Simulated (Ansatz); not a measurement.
# Ionic part of the dielectric constant of CsCl at 12 GPa, mode by mode

Computed with DFT LDA, scalar-relativistic, plane waves, PAW (Ansatz 0.2.0). Settings: 420 eV plane-wave cutoff, Γ-centred 6×6×6 mesh, fixed occupations. No spin polarisation. Phonons by linear response, acoustic sum rule imposed.

Symmetry: Pm-3m, No. 221, cubic system. Conventional cell: a = 3.649 Å, b = 3.649 Å, c = 3.649 Å, α = 90.00°, β = 90.00°, γ = 90.00°. Cs (site symmetry m-3m) is surrounded by 8 Cl at 3.16 Å. Around Cl (site symmetry m-3m) lie 8 Cs at 3.16 Å.

Spin–orbit coupling is left out, which matters for heavy elements.

The primitive cell has V = 48.57 Å³ and ε∞,xx = 3.846. Each polar mode adds Δε = (4.92064×10⁷/V)·S/ν² along x, with S its oscillator strength in e²/amu, ν in cm⁻¹ and V in Å³.

**Question.** From these modes, find each Δε and ε0,xx.
```json
{"ν (cm⁻¹)": "197.1", "S_xx (e²/amu)": "0.07299"}
```

**Answer.**
```
ν (cm⁻¹)    Δε
   197.1  1.90
```

The sum is 1.903, so ε0,xx = 5.75; the run's tensor has 5.75.

**Question.** Where do the longitudinal modes lie for a wave vector along x?

**Answer.** At 241 cm⁻¹. The Lyddane–Sachs–Teller product Π(ν_LO/ν_TO)² = 1.49 matches ε0/ε∞ = 1.49.

Cost: 1 run of about 0.51 core-minutes, on Arm Neoverse N1 (shared hosts).